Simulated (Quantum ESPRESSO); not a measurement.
**CaO under changes of volume**

One of the cells (13.886 Å³/atom); the others are scaled copies at fixed shape and fractional positions:

```xyz
2
Lattice="0.0000 2.4036 2.4036 2.4036 0.0000 2.4036 2.4036 2.4036 0.0000" Properties=species:S:1:pos:R:3 pbc="T T T"
Ca    0.0000    0.0000    0.0000
O     2.4036    2.4036    2.4036
```

The cell is a database's computed one.

* Program: Quantum ESPRESSO 7.5
* Functional: optB88-vdW
* Potentials or basis: PseudoDojo 0.4.1 SR PBE standard
* Cutoff: 1143 eV
* Density cutoff: 4572 eV
* k mesh: 10 × 10 × 10
* Occupations: fermi-dirac, width 0.05 eV
* Spin: no spin polarisation

```csv
volume (Å³/atom),energy over the lowest point (meV/atom),pressure (GPa),gap on the mesh (eV)
13.052,16.48,7.3,3.67
13.330,6.38,4.4,3.68
13.608,1.05,1.8,3.69
13.886,0.00,-0.6,3.69
14.163,2.79,-2.7,3.70
14.441,?,?,?
14.719,18.37,-6.2,3.70
```

**Question.** What does the run at 14.441 Å³/atom give?

**Answer.** Energy over the lowest point 9.03 meV/atom; pressure -4.6 GPa; gap on the mesh 3.70 eV.

Worked out: A Birch-Murnaghan fit of order 3 (a polynomial in V^(-2/3)) to the other rows has its minimum at 13.82 Å³/atom with B0 = V·E''(V) = 113 GPa and B' = 4.4. It gives 9.03 meV/atom at 14.441 Å³/atom, against the run's 9.03, and -dE/dV = -4.5 GPa, against -4.6. A straight line through the other rows of the gap, of slope 0.251 eV per unit of ln V, gives 3.70 eV, against the run's 3.70.

Energies are extrapolated to zero smearing.

Caveats: the potentials were made for another functional, which shifts forces and pressure.

A mesh can miss the band edges.
